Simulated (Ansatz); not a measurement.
# ZrS2: the cost of one run

Method: DFT LDA, all-electron LAPW, scalar-relativistic unless said, in Ansatz 0.2.0.

**1. Starting point**

Symmetry: P-3m1, No. 164, trigonal system. The conventional cell has a = 3.595 Å, b = 3.595 Å, c = 5.655 Å, α = 90.00°, β = 90.00°, γ = 120.00°. Zr (site symmetry -3m) is surrounded by 6 S at 2.53 Å. S (site symmetry 3m) has 3 Zr at 2.53 Å as nearest neighbours.

Structure file:

```cif
data_structure
_symmetry_space_group_name_H-M 'P 1'
_symmetry_Int_Tables_number 1
_cell_length_a 3.5951
_cell_length_b 3.5951
_cell_length_c 5.6551
_cell_angle_alpha 90.000
_cell_angle_beta 90.000
_cell_angle_gamma 120.000
_cell_volume 63.30
loop_
_atom_site_label
_atom_site_type_symbol
_atom_site_fract_x
_atom_site_fract_y
_atom_site_fract_z
_atom_site_occupancy
Zr1 Zr 0.00000 0.00000 0.00000 1
S1 S 0.66667 0.33333 0.74327 1
S2 S 0.33333 0.66667 0.25673 1
```

Cartesian axes are those of the input's lattice vectors. The structure goes back to a database entry.

**2. Reference run, fine mesh, LAPW**

Contents of input.yaml:

```yaml
crystal:
  lattice:
    - [3.5951442303, 0.0, 0.0]
    - [-1.79757211515, 3.11348623371, 0.0]
    - [0.0, 0.0, 5.65509589775]
  atoms:
    - { symbol: Zr, position: [0.0, 0.0, 0.0] }
    - { symbol: S, position: [0.666666666667, 0.333333333333, 0.743274124763] }
    - { symbol: S, position: [0.333333333333, 0.666666666667, 0.256725875237] }
kpoints:
  mp_grid: { grid: [8, 8, 4] }
scf:
  occupations: { method: fixed }
hamiltonian:
  xc: lda
  pseudopotentials: { kind: all_electron, lapw: { basis_error: 0.001 } }
output:
  forces: true
  stress: true
  eigenvalues: true
  eigenstates:
    nscf_kmesh: { grid: [12, 12, 6] }
    de_dk: true
    e_range: [-9, 10.46813913391]
checkpoint:
  write: ck
  write_wavefunctions: false
```

Command:

```console
$ ansatz run input.yaml --threads 1 --pin off --max-ram 3072MiB --backend cpu --events-out ev --progress --plain --runs-dir out
```

Q: Estimate wall time and peak memory on 1 thread of Arm Neoverse V2, shared host.

About 39 s, with a peak of 0.34 GiB.
